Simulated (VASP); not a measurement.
Input of a VASP 6.6.1 run:

The input INCAR:

```
PREC = Accurate ; ENCUT = 520
EDIFF = 1E-6 ; ISMEAR = -1
SIGMA = 0.02 ; LREAL = F
LASPH = T ; NELM = 80
ALGO = Fast ; ISIF = 2
LWAVE = F ; LCHARG = F
GGA = PE ; NBANDS = 15
```

Contents of KPOINTS:

```
Automatic mesh
0
Gamma
  6 6 6
```

File POSCAR:

```
KBr
1.0
    4.0351038917      0.0000000000      0.0000000000
    0.0000000000      4.0351038917      0.0000000000
    0.0000000000      0.0000000000      3.9627825946
K Br
1 1
Direct
    0.0000000000      0.0000000000      0.0000000000
    0.5000000000      0.5000000000      0.5000000000
```

Potentials or basis: VASP PAW PBE potentials, release 64 (K_sv, Br).

Launch:

```bash
$ cat potpaw_PBE.64/K_sv/POTCAR potpaw_PBE.64/Br/POTCAR > POTCAR
$ mpirun -np 1 vasp_std > vasp.out
```

Problem. What does it give for the pressure?

Solution. 0.4 GPa.

Problem. Estimate the band gap on the k mesh.

Solution. 3.88 eV, indirect (least direct gap 4.13 eV).

Stress tensor (GPa, compression positive):
```
0.16 0.00 0.00
0.00 0.16 0.00
0.00 0.00 0.82
```

A k mesh can miss the band edges.
